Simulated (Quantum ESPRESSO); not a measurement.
# Ti: phonons at L under several settings

```
CELL_PARAMETERS angstrom
0.00000 2.03000 2.03000
2.03000 0.00000 2.03000
2.03000 2.03000 0.00000
ATOMIC_POSITIONS crystal
Ti 0.00000 0.00000 0.00000
```

This isn't the form of Ti at room conditions, which is hcp.

All runs used Quantum ESPRESSO 7.5; potentials GBRV 1.5 LDA; k mesh 11 × 11 × 11; no spin polarisation; cutoff 612 eV; occupations cold, width 0.2 eV.

```tsv
level	geometry	volume (Å³/atom)	pressure (GPa)	frequencies (cm⁻¹)
LDA	relaxed at 0 GPa	16.01	0.0	128i 128i 73
LDA	relaxed at 10 GPa	14.90	10.0	165i 165i 69
LDA	relaxed at 25 GPa	?	25.0	?
LDA	relaxed at 50 GPa	12.31	50.0	183i 183i 321
LDA	relaxed at 80 GPa	11.12	80.0	203i 203i 448
```

Question: What stands in the row left open?

Answer: Volume 13.70 Å³/atom; frequencies 185i 185i 137 cm⁻¹.

Values marked i are imaginary: the cell is unstable against those modes at that level, or the meshes are too thin.

Caveats: some modes are imaginary; the q point doesn't lie on the k mesh, which can shift a metal's frequencies strongly unless the mesh is converged; the cell is more than 3 GPa from zero pressure, which shifts response properties (some runs); the mesh is thin for the phonons of a metal (some runs); the volume moved by over 15 % at a fixed basis, so the end points are rough (some runs).

For the row left open. Caveat: the mesh is thin for the phonons of a metal; some modes are imaginary; the volume moved by over 15 % at a fixed basis, so the end points are rough; the cell is more than 3 GPa from zero pressure, which shifts response properties; the q point doesn't lie on the k mesh, which can shift a metal's frequencies strongly unless the mesh is converged.
